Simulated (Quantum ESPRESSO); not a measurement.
An input for Quantum ESPRESSO 7.5 (Pb):

File pw.in:

```
&CONTROL
  calculation = 'scf'
  prefix = 'pwscf'
  outdir = './tmp'
  pseudo_dir = './pseudo'
  tprnfor = .true.
  tstress = .true.
  disk_io = 'low'
/
&SYSTEM
  ibrav = 0
  nat = 1
  ntyp = 4
  ecutwfc = 56
  nbnd = 13
  occupations = 'smearing'
  smearing = 'gaussian'
  degauss = 0.00999582
  vdw_corr = 'grimme-d3'
  dftd3_version = 4
  dftd3_threebody = .false.
/
&ELECTRONS
  conv_thr = 2d-10
  electron_maxstep = 100
  mixing_beta = 0.5
/
ATOMIC_SPECIES
Pb   207.2000 Pb.upf
CELL_PARAMETERS angstrom
   0.0000000000    2.4750200000    2.4750200000
   2.4750200000    0.0000000000    2.4750200000
   2.4750200000    2.4750200000    0.0000000000
ATOMIC_POSITIONS crystal
Pb     0.0000000000    0.0000000000    0.0000000000
K_POINTS automatic
9 9 9 0 0 0
```

Potentials or basis: PseudoDojo 0.4.1 SR PBEsol standard.

The run is started by

```console
$ OMP_NUM_THREADS=1 pw.x -in pw.in > pw.out
```

What does the program do with it?

The run stopped without a result. It printed:

pw.out:

```text
This program is part of the open-source Quantum ESPRESSO suite
     for quantum simulation of materials; please cite
         "P. Giannozzi et al., J. Phys.:Condens. Matter 21 395502 (2009);
         "P. Giannozzi et al., J. Phys.:Condens. Matter 29 465901 (2017);
         "P. Giannozzi et al., J. Chem. Phys. 152 154105 (2020);
     in publications or presentations arising from this work. More details at

 %%%%%%%%%%%%%%%%%%%%%%%%%%%%%%%%%%%%%%%%%%%%%%%%%%%%%%%%%%%%%%%%%%%%%%%%%%%%%%
     Error in routine  card_atomic_species (5010):
     cannot read atomic specie from: CELL_PARAMETERS angstrom
 %%%%%%%%%%%%%%%%%%%%%%%%%%%%%%%%%%%%%%%%%%%%%%%%%%%%%%%%%%%%%%%%%%%%%%%%%%%%%%

     stopping ...
```
